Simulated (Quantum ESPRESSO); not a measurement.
# MgO (Fm-3m) in Quantum ESPRESSO: settings compared, part 2 of 2

Quantum ESPRESSO 7.5. Earlier steps stand in the parts before.

## 3. Optical spectrum, vdW-DF-cx

The input, pw.in:

```
&CONTROL
  calculation = 'scf'
  prefix = 'pwscf'
  outdir = './tmp'
  pseudo_dir = './pseudo'
  tprnfor = .true.
  tstress = .true.
  disk_io = 'low'
/
&SYSTEM
  ibrav = 0
  nat = 2
  ntyp = 2
  ecutwfc = 70
  nbnd = 22
  input_dft = 'vdw-df-cx'
  occupations = 'smearing'
  smearing = 'mp'
  degauss = 0.00367493
  nosym = .true.
  noinv = .true.
/
&ELECTRONS
  conv_thr = 4d-10
  electron_maxstep = 120
  mixing_beta = 0.5
/
ATOMIC_SPECIES
Mg    24.3050 Mg_ONCV_PBE-1.2.upf
O     15.9990 O_ONCV_PBE-1.2.upf
CELL_PARAMETERS angstrom
   0.0000000000    2.0970013927    2.0970013927
   2.0970013927    0.0000000000    2.0970013927
   2.0970013927    2.0970013927    0.0000000000
ATOMIC_POSITIONS crystal
Mg     0.0000000000    0.0000000000    0.0000000000
O      0.5000000000    0.5000000000    0.5000000000
K_POINTS automatic
11 11 11 0 0 0
```

The input, epsilon.in:

```
&INPUTPP
  prefix = 'pwscf'
  outdir = './tmp'
  calculation = 'eps'
/
&ENERGY_GRID
  smeartype = 'gauss'
  intersmear = 0.3
  intrasmear = 0
  wmin = 0
  wmax = 25
  nw = 251
/
```

Potentials or basis: SG15 PBE 1.2.

Command:

```
$ OMP_NUM_THREADS=1 pw.x -in pw.in > pw.out
$ OMP_NUM_THREADS=1 epsilon.x -in epsilon.in > epsilon.out
```

pw.out:

```text
This program is part of the open-source Quantum ESPRESSO suite
     for quantum simulation of materials; please cite
         "P. Giannozzi et al., J. Phys.:Condens. Matter 21 395502 (2009);
         "P. Giannozzi et al., J. Phys.:Condens. Matter 29 465901 (2017);
         "P. Giannozzi et al., J. Chem. Phys. 152 154105 (2020);
     in publications or presentations arising from this work. More details at

     IMPORTANT: XC functional enforced from input :
     Exchange-correlation= VDW-DF-CX
                           (   1   4  27   0   1   0   0)
     Any further DFT definition will be discarded
     Please, verify this is what you really want

     G-vector sticks info
     --------------------
     sticks:   dense  smooth     PW     G-vecs:    dense   smooth      PW
     Sum         595     595    199                 9841     9841    1837

     Using Slab Decomposition

     bravais-lattice index     =            0
     lattice parameter (alat)  =       5.6042  a.u.
     unit-cell volume          =     124.4580 (a.u.)^3
     number of atoms/cell      =            2
     number of atomic types    =            2
     number of electrons       =        16.00
     number of Kohn-Sham states=           22
     kinetic-energy cutoff     =      70.0000  Ry
     charge density cutoff     =     280.0000  Ry
     scf convergence threshold =      4.0E-10
     mixing beta               =       0.5000
     number of iterations used =            8  plain     mixing
     Exchange-correlation= VDW-DF-CX
                           (   1   4  27   0   1   0   0)

     celldm(1)=   5.604187  celldm(2)=   0.000000  celldm(3)=   0.000000
     celldm(4)=   0.000000  celldm(5)=   0.000000  celldm(6)=   0.000000

     crystal axes: (cart. coord. in units of alat)
               a(1) = (   0.000000   0.707107   0.707107 )
               a(2) = (   0.707107   0.000000   0.707107 )
               a(3) = (   0.707107   0.707107   0.000000 )

     reciprocal axes: (cart. coord. in units 2 pi/alat)
[... 47 lines left out ...]
     %                                                                      %
     % You are using vdW-DF, which was implemented by the Thonhauser group. %
     % Please cite the following two papers that made this development      %
     % possible and the two reviews that describe the various versions:     %
     %                                                                      %
     %   T. Thonhauser et al., PRL 115, 136402 (2015).                      %
     %   T. Thonhauser et al., PRB 76, 125112 (2007).                       %
     %   K. Berland et al., Rep. Prog. Phys. 78, 066501 (2015).             %
     %   D.C. Langreth et al., J. Phys.: Condens. Matter 21, 084203 (2009). %
     %                                                                      %
     % If you are calculating stress with vdW-DF, please also cite:         %
     %                                                                      %
     %   R. Sabatini et al., J. Phys.: Condens. Matter 24, 424209 (2012).   %
     %                                                                      %
     %%%%%%%%%%%%%%%%%%%%%%%%%%%%%%%%%%%%%%%%%%%%%%%%%%%%%%%%%%%%%%%%%%%%%%%%

     %%%%%%%%%%%%%%%%%%%%%%%%%%%%%%%%%%%%%%%%%%%%%%%%%%%%%%%%%%%%%%%%%%%%%%%%
     %                                                                      %
     %  vdW-DF NEWS:                                                        %
     %                                                                      %
     %  * vdW-DF3 is now available. DOI: 10.1021/acs.jctc.0c00471           %
     %    use with input_dft = 'vdW-DF3-opt1' or 'vdW-DF3-opt2'             %
     %                                                                      %
     %  * Unscreened and range-separated hybrid vdW-DF-cx functionals       %
     %    DOI: 10.1063/1.4986522 and 10.1088/1361-648X/ac2ad2               %
     %    use with input_dft = 'vdW-DF-cx0'    and 'vdW-DF-ahcx'            %
     %  * Unscreened and range-separated hybrid vdW-DF2-b86r functionals    %
     %    DOI: 10.1063/1.4986522 and DOI: 10.1103/PhysRevX.12.041003        %
     %    use with input_dft = 'vdW-DF2-br0' and 'vdW-DF2-ahbr'             %
     %                                                                      %
     %%%%%%%%%%%%%%%%%%%%%%%%%%%%%%%%%%%%%%%%%%%%%%%%%%%%%%%%%%%%%%%%%%%%%%%%

     Starting wfcs are random

     Self-consistent Calculation

     iteration #  1     ecut=    70.00 Ry     beta= 0.50
     Davidson diagonalization with overlap
     ethr =  1.00E-02,  avg # of iterations =  7.0

     total energy              =    -140.67852664 Ry
     estimated scf accuracy    <       0.33977838 Ry
[... 50 lines left out ...]
     iteration #  9     ecut=    70.00 Ry     beta= 0.50
     Davidson diagonalization with overlap
     ethr =  3.84E-12,  avg # of iterations =  1.0

     End of self-consistent calculation

     Number of k-points >= 100: set verbosity='high' to print the bands.

     the Fermi energy is    10.8874 ev

!    total energy              =    -140.77853313 Ry
     estimated scf accuracy    <          9.4E-11 Ry
     smearing contrib. (-TS)   =       0.00000000 Ry
     internal energy E=F+TS    =    -140.77853313 Ry

     The total energy is F=E-TS. E is the sum of the following terms:
     one-electron contribution =     -55.82260786 Ry
     hartree contribution      =      31.36584603 Ry
     xc contribution           =     -21.14700561 Ry
     ewald contribution        =     -95.17476569 Ry

     convergence has been achieved in   9 iterations

     Forces acting on atoms (cartesian axes, Ry/au):

     atom    1 type  1   force =     0.00000000    0.00000000    0.00000000
     atom    2 type  2   force =    -0.00000000   -0.00000000   -0.00000000

     Total force =     0.000000     Total SCF correction =     0.000000
     SCF correction compared to forces is large: reduce conv_thr to get better values

     Computing stress (Cartesian axis) and pressure

          total   stress  (Ry/bohr**3)                   (kbar)     P=       16.90
   0.00011485   0.00000000   0.00000000           16.90        0.00        0.00
   0.00000000   0.00011485   0.00000000            0.00       16.90        0.00
   0.00000000   0.00000000   0.00011485            0.00        0.00       16.90

=------------------------------------------------------------------------------=
   JOB DONE.
=------------------------------------------------------------------------------=
```

epsilon.out:

```text
This program is part of the open-source Quantum ESPRESSO suite
     for quantum simulation of materials; please cite
         "P. Giannozzi et al., J. Phys.:Condens. Matter 21 395502 (2009);
         "P. Giannozzi et al., J. Phys.:Condens. Matter 29 465901 (2017);
         "P. Giannozzi et al., J. Chem. Phys. 152 154105 (2020);
     in publications or presentations arising from this work. More details at

     Reading input file...
[... 53 lines left out ...]

     Performing eps calculation...

     xx,yy,zz plasmon frequences [eV] are:    19.613262157   19.613262214   19.613262195

     Writing output on file...

=------------------------------------------------------------------------------=
   JOB DONE.
=------------------------------------------------------------------------------=
```

Run time: 5.7 min. Hardware: 1 thread of Intel Xeon 6985P-C at 2.30GHz (Granite Rapids), shared host; peak memory 0.61 GiB.

What came out:

```yaml
Free_energy: -1915.3895 eV
Band_gap_on_the_k_mesh: 5.00 eV, direct
```

Dielectric function (mean over the directions given):
```
energy (eV)  real part  imaginary part
       0.30       3.91            0.00
       0.90       3.93            0.01
       1.60       3.99            0.02
       2.30       4.08            0.03
       3.00       4.23            0.04
       3.60       4.42            0.06
       4.30       4.78            0.11
       5.00       5.33            0.58
       5.70       5.27            1.71
       6.30       5.62            1.91
       7.00       3.86            1.98
       7.70       6.20            2.92
       8.40       5.95            2.79
       9.00       3.53            5.64
       9.70       2.74            5.30
      10.40       3.03            3.65
      11.10       1.69            7.67
      11.70       0.08            5.52
      12.40      -0.37            4.09
      13.10       0.13            2.79
      13.80       0.35            1.98
      14.40       0.94            2.48
      15.10       0.85            2.90
      15.80      -0.09            3.56
      16.50      -0.51            2.83
      17.10      -1.04            2.18
      17.80      -0.71            2.17
      18.50      -0.99            2.19
      19.20      -0.97            1.03
      19.90      -0.63            0.66
```

Caveat: the potentials were made for another functional, which shifts forces and pressure; the cutoff is too short for stress, so the log's stress isn't used; the program leaves the non-local potential out of the optical matrix elements, which shifts intensities by tens of percent; this smearing can shift energies of a crystal with a gap; spectra need much finer meshes, so this one isn't converged; independent-particle spectra lack excitons.

## 4. Projected density of states, PBEsol

pw.in: that of step 3 with these lines changed.

```diff
@@ -13,10 +13,8 @@
   ntyp = 2
-  ecutwfc = 70
-  nbnd = 22
-  input_dft = 'vdw-df-cx'
+  ecutwfc = 92
+  nbnd = 14
+  input_dft = 'pbesol'
   occupations = 'smearing'
-  smearing = 'mp'
+  smearing = 'gaussian'
   degauss = 0.00367493
-  nosym = .true.
-  noinv = .true.
 /
@@ -28,4 +26,4 @@
 ATOMIC_SPECIES
-Mg    24.3050 Mg_ONCV_PBE-1.2.upf
-O     15.9990 O_ONCV_PBE-1.2.upf
+Mg    24.3050 Mg.upf
+O     15.9990 O.upf
 CELL_PARAMETERS angstrom
```

The input, nscf.in:

```
&CONTROL
  calculation = 'nscf'
  prefix = 'pwscf'
  outdir = './tmp'
  pseudo_dir = './pseudo'
  disk_io = 'low'
/
&SYSTEM
  ibrav = 0
  nat = 2
  ntyp = 2
  ecutwfc = 92
  nbnd = 14
  input_dft = 'pbesol'
  occupations = 'tetrahedra_opt'
/
&ELECTRONS
  conv_thr = 1d-08
  electron_maxstep = 120
  mixing_beta = 0.5
/
ATOMIC_SPECIES
Mg    24.3050 Mg.upf
O     15.9990 O.upf
CELL_PARAMETERS angstrom
   0.0000000000    2.0970013927    2.0970013927
   2.0970013927    0.0000000000    2.0970013927
   2.0970013927    2.0970013927    0.0000000000
ATOMIC_POSITIONS crystal
Mg     0.0000000000    0.0000000000    0.0000000000
O      0.5000000000    0.5000000000    0.5000000000
K_POINTS automatic
17 17 17 0 0 0
```

The input, projwfc.in:

```
&PROJWFC
  prefix = 'pwscf'
  outdir = './tmp'
  filpdos = 'p'
  Emin = -5
  Emax = 20
  DeltaE = 0.05
/
```

Potentials or basis: PseudoDojo 0.4.1 SR LDA stringent.

Command:

```
$ OMP_NUM_THREADS=1 pw.x -in pw.in > pw.out
$ OMP_NUM_THREADS=1 pw.x -in nscf.in > nscf.out
$ OMP_NUM_THREADS=1 projwfc.x -in projwfc.in > projwfc.out
```

Run time: 26 s. Hardware: 1 thread of Intel Xeon 6985P-C at 2.30GHz (Granite Rapids), shared host; peak memory 0.1 GiB.

The run converged. Its results:

```yaml
Free_energy: -2068.9835 eV
Pressure: 1.6 GPa
Band_gap_on_the_k_mesh: 4.93 eV, direct
Loewdin_charges: Mg +1.53; O -1.37 e
```

Levels at points of the mesh, in eV from the valence-band top:
```
           k point  band 5  band 6  band 7  band 8  band 9  band 10  band 11  band 12
(0.00, 0.00, 0.00)  -17.01    0.00    0.00    0.00    4.93    15.92    15.92    15.92
```

States per cell in windows of 1 eV (zero at the valence-band top; states under -8 eV left out):
```
from (eV)  total  O#2 p wfc2  Mg#1 s wfc3  O#2 s wfc1  Mg#1 p wfc2  Mg#1 s wfc1
     -8.0   0.00        0.00         0.00        0.00         0.00         0.00
     -7.0   0.00        0.00         0.00        0.00         0.00         0.00
     -6.0   0.00        0.00         0.00        0.00         0.00         0.00
     -5.0   0.33        0.26         0.06        0.00         0.00         0.00
     -4.0   1.35        1.13         0.16        0.03         0.00         0.00
     -3.0   0.82        0.74         0.04        0.02         0.00         0.00
     -2.0   1.77        1.69         0.02        0.01         0.00         0.00
     -1.0   1.69        1.65         0.00        0.00         0.00         0.00
      0.0   0.00        0.00         0.00        0.00         0.00         0.00
      1.0   0.00        0.00         0.00        0.00         0.00         0.00
      2.0   0.00        0.00         0.00        0.00         0.00         0.00
      3.0   0.00        0.00         0.00        0.00         0.00         0.00
      4.0   0.00        0.00         0.00        0.00         0.00         0.00
      5.0   0.03        0.00         0.02        0.01         0.00         0.00
      6.0   0.08        0.01         0.04        0.02         0.00         0.00
      7.0   0.20        0.03         0.10        0.04         0.00         0.00
```

Caveat: the potentials were made for another functional, which shifts forces and pressure.

## 5. Summary

| task | level | potentials or basis | cell | k mesh | cutoff (eV) | smearing | dos occupations | nosym | noinv | gap on the mesh (eV) | pressure (GPa) |
| --- | --- | --- | --- | --- | --- | --- | --- | --- | --- | --- | --- |
| projected density of states | revPBE+D3(BJ) | PseudoDojo 0.4.1 SR PBE standard | atoms moved at random, drawn with an rms of 0.05 Å | 9 × 9 × 9 | 1143 | fermi-dirac 0.05 eV | tetrahedra_opt | - | - | 5.03 | 1.5 |
| optical spectrum | vdW-DF-cx | SG15 PBE 1.2 | as given | 11 × 11 × 11 | 952 | methfessel-paxton 0.05 eV | - | yes | yes | 5.00 | - |
| projected density of states | PBEsol | PseudoDojo 0.4.1 SR LDA stringent | as given | 11 × 11 × 11 | 1252 | gaussian 0.05 eV | tetrahedra_opt | - | - | 4.93 | 1.6 |

Alike in all rows: no spin polarisation.

Caveats: the potentials were made for another functional, which shifts forces and pressure; the program leaves the non-local potential out of the optical matrix elements, which shifts intensities by tens of percent (some runs); this smearing can shift energies of a crystal with a gap (some runs); spectra need much finer meshes, so this one isn't converged (some runs); independent-particle spectra lack excitons (some runs).

Absolute energies hang on the potentials; compare differences alone.

## 6. Comparison with measurements

Step 3. Against the measured gap of MgO, 7.83 eV (quoted in “Electronic structure of alkaline earth and post-transition metal oxides”, 2009, arxiv:0908.1581), the calculated 5.00 eV is off by -2.83 eV. The value is that of vdW-DF-cx, without temperature or zero-point motion. The cell is a database's relaxed one, not the measured one, which moves gaps too.

Step 4. A measured gap of MgO is 7.83 eV (quoted in “Electronic structure of alkaline earth and post-transition metal oxides”, 2009, arxiv:0908.1581); the calculated 4.93 eV misses it by -2.90 eV. The value is that of PBEsol, without temperature or zero-point motion. Semilocal functionals fall short of measured gaps as a rule. The cell is a database's relaxed one, not the measured one, which moves gaps too.
